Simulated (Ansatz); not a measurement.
## InGaN2 — electrostatic potentials at the N nuclei

Cell: a Materials Project structure (computed, not necessarily an observed phase), atoms as given.

```
In Ga N
1.0
     3.39929    0.00000    0.00000
    -1.69964    2.94387    0.00000
     0.00000    0.00000    5.55161
In Ga N
1 1 2
Direct
  0.00000 0.00000 0.99840
  0.66667 0.33333 0.49536
  0.66667 0.33333 0.14562
  0.00000 0.00000 0.60222
```

Sites (sets of like atoms) are named by element and the number of their first atom in this list.

Method: Kohn–Sham DFT in Ansatz, PBE, plane waves and PAW (field gradients read without the response of the frozen cores, which leaves them typically 4 to 6 % off), scalar-relativistic, 420 eV cutoff, Γ-centred 9×9×5 k-points, Fermi–Dirac smearing 0.02 eV.

The potential at a nucleus is that of all electrons and the other nuclei. A higher potential binds the core electrons more strongly, so differences between sites of one element are the initial-state part of core-level shifts.

Question: Rank the N sites by the potential at the nucleus, lowest first, and give each against the lowest.
A. atom 3: 1 Ga at 1.94 Å, 3 In at 2.13 Å
B. atom 4: 3 Ga at 2.05 Å, 1 In at 2.20 Å

Answer: A (0.00 V), B (0.57 V).
